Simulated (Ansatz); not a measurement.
# SrTiO3, 40 atoms: a relaxation on a GPU

Wanted: to move SrTiO3 in a cell of 40 atoms to a minimum of the energy; the run's time is noted too.

Program: Ansatz 0.2 early development. Level of theory: run time, relaxation, PBE, PAW. These are calculated values, not measurements.

## Step 1: The cell

It holds 8 Sr, 8 Ti, 24 O; a = 7.810 Å, b = 7.810 Å, c = 7.810 Å, α = 90.00°, β = 90.00°, γ = 90.00°; 11.91 Å³ an atom; space group P1.

Cell or atoms stand a little off a more symmetric structure (Pm-3m at a tolerance of 0.3 Å), so results at this geometry aren't those of that ideal crystal.

## Step 2: The run

The input, input.yaml:

```yaml
crystal:
  lattice:
    - [7.81, 0, 0]
    - [0, 7.81, 0]
    - [0, 0, 7.81]
  atoms:
    - { symbol: Sr, position: [-0.000221, -0.002408, -0.001071] }
    - { symbol: Ti, position: [0.24885, 0.247801, 0.248313] }
    - { symbol: O, position: [0.247532, 0.248671, 0.002281] }
    - { symbol: O, position: [0.252023, 0.001448, 0.252273] }
    - { symbol: O, position: [-0.002349, 0.250202, 0.248138] }
    - { symbol: Sr, position: [0.000242, 0.001406, 0.501947] }
    - { symbol: Ti, position: [0.248987, 0.247526, 0.752519] }
    - { symbol: O, position: [0.248509, 0.252509, 0.498125] }
    - { symbol: O, position: [0.247548, 0.002204, 0.751961] }
    - { symbol: O, position: [0.000386, 0.249509, 0.750801] }
    - { symbol: Sr, position: [0.000995, 0.49993, 0.00071] }
    - { symbol: Ti, position: [0.250145, 0.748655, 0.247664] }
    - { symbol: O, position: [0.247619, 0.749298, -0.001902] }
    - { symbol: O, position: [0.251688, 0.502491, 0.249775] }
    - { symbol: O, position: [-0.001472, 0.748879, 0.249909] }
    - { symbol: Sr, position: [0.000773, 0.499263, 0.501802] }
    - { symbol: Ti, position: [0.248191, 0.75182, 0.752232] }
    - { symbol: O, position: [0.247983, 0.748871, 0.498114] }
    - { symbol: O, position: [0.250085, 0.497704, 0.750788] }
    - { symbol: O, position: [-0.002188, 0.749437, 0.748108] }
    - { symbol: Sr, position: [0.498079, -0.001238, 0.000349] }
    - { symbol: Ti, position: [0.751895, 0.251807, 0.250936] }
    - { symbol: O, position: [0.751071, 0.248976, -0.001567] }
    - { symbol: O, position: [0.748117, -0.00039, 0.249917] }
    - { symbol: O, position: [0.499046, 0.249104, 0.248125] }
    - { symbol: Sr, position: [0.498633, 7.3e-05, 0.498367] }
    - { symbol: Ti, position: [0.748451, 0.251142, 0.748009] }
    - { symbol: O, position: [0.751211, 0.251767, 0.500027] }
    - { symbol: O, position: [0.748134, -0.001227, 0.750325] }
    - { symbol: O, position: [0.501919, 0.252052, 0.748651] }
    - { symbol: Sr, position: [0.502412, 0.498493, 0.000777] }
    - { symbol: Ti, position: [0.752021, 0.749213, 0.248979] }
    - { symbol: O, position: [0.749496, 0.750147, -0.001145] }
    - { symbol: O, position: [0.749622, 0.499054, 0.251233] }
    - { symbol: O, position: [0.502043, 0.748614, 0.250086] }
    - { symbol: Sr, position: [0.498159, 0.498595, 0.501303] }
    - { symbol: Ti, position: [0.748087, 0.751584, 0.750871] }
    - { symbol: O, position: [0.751638, 0.751274, 0.502483] }
    - { symbol: O, position: [0.749088, 0.498278, 0.750886] }
    - { symbol: O, position: [0.502128, 0.750849, 0.747922] }
kpoints:
  mp_grid: { grid: [2, 2, 2] }
hamiltonian:
  xc: pbe
  pseudopotentials: { kind: paw }
scf:
  occupations: { method: fermi_dirac, width: "0.05 eV" }
  max_iter: 150
  lower_state_search: "off"
output:
  band_densities: [{ bands: [c1, c2] }, { e_range: [0, 2] }, { bands: [c1, c4] }]
  volumetric_format: npy
  eigenvalues: false
relax:
  max_steps: 2
  f_tol: 5.0
```

Launch:

```bash
> ansatz run input --backend cuda --devices 0, --threads 11 --events-out ev
```

**Question.** What will these runs give? Wanted: free energy; electrons solved for; SCF passes in all; largest force.

The runs gave:

```
                      quantity                                                                                value
time per pass of the first SCF                                                                               0.51 s
                   free energy                                                  -62035.7209 eV (-1550.8930 eV/atom)
          electrons solved for                                                                                  320
             SCF passes in all                                                                                   10
                 largest force                                                                           0.868 eV/Å
                     wall time  15 s (1 × NVIDIA GB300 with 11 threads of Arm Neoverse V2 (Grace), host not shared)
```

What this shows: The largest share of the engine's clock (64 %) was the work after the first SCF.
